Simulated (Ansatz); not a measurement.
Space group I4_1/amd:1 (No. 141). a = 4.012 Å, b = 4.012 Å, c = 10.248 Å, α = 90.00°, β = 90.00°, γ = 90.00°
```
atom site symmetry x y z
  Sn    4a      -4m2  0.0000  0.5000  0.2500
   O    8e      2mm.  0.5000  0.5000  0.2971
```

Equation of state of this SnO2 structure (not necessarily the ground state), with shape and atoms relaxed at each volume where symmetry leaves them free. The calculation used Ansatz 0.2.0, DFT PBEsol, scalar-relativistic, plane waves, PAW.

Plane waves to 420 eV, a k mesh through Γ of 10×10×10 on the computed 6-atom cell and Gaussian smearing (0.02 eV); no spin polarisation.

```json
{"V (Å³/atom)": "12.094", "E − E(largest V) (meV/atom)": "58.60", "P (GPa)": "23.69", "gap on mesh (eV)": "2.55"}
{"V (Å³/atom)": "12.506", "E − E(largest V) (meV/atom)": "6.60", "P (GPa)": "16.83", "gap on mesh (eV)": "2.32"}
{"V (Å³/atom)": "12.919", "E − E(largest V) (meV/atom)": "-28.47", "P (GPa)": "10.53", "gap on mesh (eV)": "2.06"}
{"V (Å³/atom)": "13.331", "E − E(largest V) (meV/atom)": "-48.15", "P (GPa)": "4.92", "gap on mesh (eV)": "1.80"}
{"V (Å³/atom)": "13.743", "E − E(largest V) (meV/atom)": "-54.29", "P (GPa)": "0.00", "gap on mesh (eV)": "1.54"}
{"V (Å³/atom)": "14.155", "E − E(largest V) (meV/atom)": "-48.76", "P (GPa)": "-4.19", "gap on mesh (eV)": "1.29"}
{"V (Å³/atom)": "14.568", "E − E(largest V) (meV/atom)": "-33.28", "P (GPa)": "-7.73", "gap on mesh (eV)": "1.05"}
{"V (Å³/atom)": "15.117", "E − E(largest V) (meV/atom)": "0.00", "P (GPa)": "-11.52", "gap on mesh (eV)": "0.78"}
```

Problem. Fit a third-order Birch–Murnaghan equation to E(V).

Solution. V0 = 13.75 Å³/atom, B0 = 148 GPa, B0' = 3.7.

This form isn't the usual stable structure of the compound.